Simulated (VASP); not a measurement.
Set up this calculation in VASP 6.6.1, as the native input.

| Item | Value |
| --- | --- |
| Task | single point |
| Functional | PBE |
| Potentials or basis | VASP PAW PBE potentials, release 64 (Sb_d_GW, Ga_d_GW) |
| Cutoff | 500 eV |
| k mesh | 6 × 6 × 6 |
| Occupations | gaussian, width 0.02 eV |
| Spin | no spin polarisation |
| Further INCAR settings | ALGO = Fast; EDIFF = 1e-07 |

The structure of GaSb lies in POSCAR:

```
GaSb
1.0
   -1.5559010000      2.6750030000      2.8933130000
    1.5559010000     -2.6750030000      2.8933130000
    1.5559010000      2.6750030000     -2.8933130000
Sb Ga
1 1
Direct
    0.5000000000      0.5000000000      0.0000000000
    0.0000000000      0.0000000000      0.0000000000
```

Measurements of this composition are mostly on another form, of space group No. 216.

These files were run (other wordings do the same):

INCAR

```
ALGO = Fast
EDIFF = 1E-7
ENCUT = 500
GGA = PE
ISIF = 2
ISMEAR = 0
LASPH = True
LCHARG = False
LREAL = False
LWAVE = False
NELM = 100
PREC = Accurate
SIGMA = 0.02
```

KPOINTS

```
k-points
0
Gamma
  6 6 6
```

Potentials or basis: VASP PAW PBE potentials, release 64 (Sb_d_GW, Ga_d_GW).

The run is started by

```sh
$ cat potpaw_PBE.64/Sb_d_GW/POTCAR potpaw_PBE.64/Ga_d_GW/POTCAR > POTCAR
$ mpirun -np 1 vasp_std > vasp.out
```

Results of the run:

The pressure is -0.1 GPa and the band gap on the k mesh is none (metal or under the smearing width).

Caveat: the k mesh is coarse (spacing up to 0.39 Å⁻¹), so the values aren't converged; the cutoff is under 1.25 times the usual one of these potentials, so pressure, stress and relaxed cells hold a basis-set (Pulay) error.

It took 65 s on 1 thread of Intel(R) Xeon(R) 6975P-C (Granite Rapids), on a shared host, peak memory 0.22 GiB.
